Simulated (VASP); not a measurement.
From an Ansatz input to VASP: WSe$_{2}$ (fluorite)

Ansatz input

```yaml
crystal:
  lattice:
    - [0.0, 3.0924832562, 3.0924832562]
    - [3.0924832562, 0.0, 3.0924832562]
    - [3.0924832562, 3.0924832562, 0.0]
  atoms:
    - { symbol: W, position: [0.0, 0.0, 0.0] }
    - { symbol: Se, position: [0.25, 0.25, 0.25] }
    - { symbol: Se, position: [0.75, 0.75, 0.75] }
kpoints:
  mp_grid: { grid: [8, 8, 8] }
  band_path:
    path:
      - [0.0, 0.0, 0.0]
      - [0.5, 0.0, 0.5]
      - [0.5, 0.25, 0.75]
      - [0.375, 0.375, 0.75]
      - [0.5, 0.5, 0.5]
      - [0.625, 0.25, 0.625]
    npoints: 1
hamiltonian:
  xc: lda
scf:
  occupations: { method: fermi_dirac, width: 0.02 }
  n_extra_bands: 4
output:
  forces: true
  stress: true
  eigenvalues: true
```

**Question.** Translate this input to VASP.

**Answer.** 

INCAR

```
LWAVE = .FALSE.
LCHARG = .FALSE.
NBANDS = 20
ISIF = 2
LASPH = .TRUE.
ENCUT = 520
ISMEAR = -1
NELM = 120
GGA = CA
SIGMA = 0.02
PREC = Accurate
NSW = 0
IBRION = -1
LREAL = .FALSE.
EDIFF = 1E-7
```

KPOINTS

```
KPOINTS created by Atomic Simulation Environment
0
Gamma
8 8 8
0 0 0
```

KPOINTS_OPT

```
special points
6
Reciprocal
0.0000000000 0.0000000000 0.0000000000 1
0.5000000000 0.0000000000 0.5000000000 1
0.5000000000 0.2500000000 0.7500000000 1
0.3750000000 0.3750000000 0.7500000000 1
0.5000000000 0.5000000000 0.5000000000 1
0.6250000000 0.2500000000 0.6250000000 1
```

POSCAR

```
W  Se
 1.0000000000000000
     0.0000000000000000    3.0924832561503570    3.0924832561503570
     3.0924832561503570   -0.0000000000000000    3.0924832561503570
     3.0924832561503570    3.0924832561503570    0.0000000000000000
 W   Se
   1   2
Cartesian
 -0.0000000000000000  0.0000000000000000  0.0000000000000000
  1.5462416280751785  1.5462416280751785  1.5462416280751785
  4.6387248842255353  4.6387248842255353  4.6387248842255353
```

VASP ran with the recommended LDA PAW datasets (26 valence electrons in the cell). Other inputs would serve too.

```
                                                      Ansatz                               VASP
gap between bands v and c  -0.89 eV (bands overlap: a metal)  -0.89 eV (bands overlap: a metal)
         least direct gap                            0.00 eV                            0.00 eV
                 pressure                           -7.0 GPa                           -6.5 GPa
```

The two codes use different PAW datasets and cutoffs. VASP's cell holds 26 valence electrons and Ansatz's 46. LDA means the Perdew–Zunger form with relativistic exchange in VASP and the Perdew–Wang form in Ansatz. Ansatz's stress includes a Pulay correction; VASP's doesn't.
